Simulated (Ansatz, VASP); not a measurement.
# One calculation of CdTe, two programs

```
Cd Te
1.0
     0.00000    3.30869    3.30869
     3.30869    0.00000    3.30869
     3.30869    3.30869    0.00000
Cd Te
1 1
Direct
  0.00000 0.00000 0.00000
  0.25000 0.25000 0.25000
```

Alike in both runs: functional PBE; k mesh 10 × 10 × 10; occupations gaussian, width 0.02 eV; no spin polarisation.

Ansatz relaxed the structure, and its values are those at the end. VASP's run is a single point on that final structure, the one shown.

```csv
,VASP,Ansatz
version,VASP 6.6.1,Ansatz 0.2.0
potentials or method,"VASP PAW PBE potentials, release 64 (Cd, Te)","scalar-relativistic, plane waves, PAW"
plane-wave cutoff (eV),520,420
valence electrons in the cell,18,36
```

|  | VASP | Ansatz | Ansatz less VASP |
| --- | --- | --- | --- |
| gap on the k mesh at the Fermi level (eV) | 0.58 | 0.59 | +0.003 |
| least direct gap on the mesh (eV) | 0.58 | 0.59 | +0.003 |
| pressure (GPa) | 0.1 | 0.0 | -0.10 |

The functional is the same, so the differences come from potentials, cutoffs and numerics. The two sets of potentials don't hold the same shells in valence.

Caveats: spin-orbit coupling is left out, which moves the levels of the heavy elements. A hybrid or GW would open this gap; PBE tends to underestimate it.
